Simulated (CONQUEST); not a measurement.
# ZnS under changes of volume

One of the cells (19.727 Å³/atom); the others are scaled copies at fixed shape and fractional positions:

```
Zn S
1.0
     3.82121    0.00000    0.00000
     0.00000    3.82121    0.00000
     0.00000    0.00000    5.40400
Zn S
2 2
Direct
  0.00000 0.50000 0.25000
  0.50000 0.00000 0.75000
  0.00000 0.00000 0.00000
  0.50000 0.50000 0.50000
```

| Quantity | Value |
| --- | --- |
| Program | CONQUEST 1.3 |
| Functional | LDA |
| Potentials or basis | PseudoDojo NC LDA, DZP, grid of 36 × 36 × 60 points |
| k mesh | 7 × 7 × 5 |
| Occupations | fermi-dirac, width 0.05 eV |
| Spin | no spin polarisation |

```tsv
volume (Å³/atom)	energy over the lowest point (meV/atom)	pressure (GPa)	gap on the mesh (eV)
18.543	5.52	2.7	2.47
18.938	0.67	1.2	2.34
19.332	0.00	-0.7	2.23
19.727	3.46	-2.0	2.11
20.121	?	?	?
20.516	20.07	-4.7	1.90
20.910	32.74	-5.7	1.81
```

Question: What does the run at 20.121 Å³/atom give?

Answer: Energy over the lowest point 10.10 meV/atom; pressure -3.4 GPa; gap on the mesh 2.01 eV.

Worked out: A Birch-Murnaghan fit of order 3 (a polynomial in V^(-2/3)) to the other rows has its minimum at 19.19 Å³/atom with B0 = V·E''(V) = 80 GPa and B' = 4.5. It gives 10.19 meV/atom at 20.121 Å³/atom, against the run's 10.10, and -dE/dV = -3.4 GPa, against -3.4. A straight line through the other rows of the gap, of slope -5.5 eV per unit of ln V, gives 2.01 eV, against the run's 2.01.

Energies are extrapolated to zero smearing.

Caveats: an odd mesh through Γ misses points on the zone boundary, where band edges often lie; the basis of atomic orbitals isn't converged, which shifts pressures, moduli and gaps.
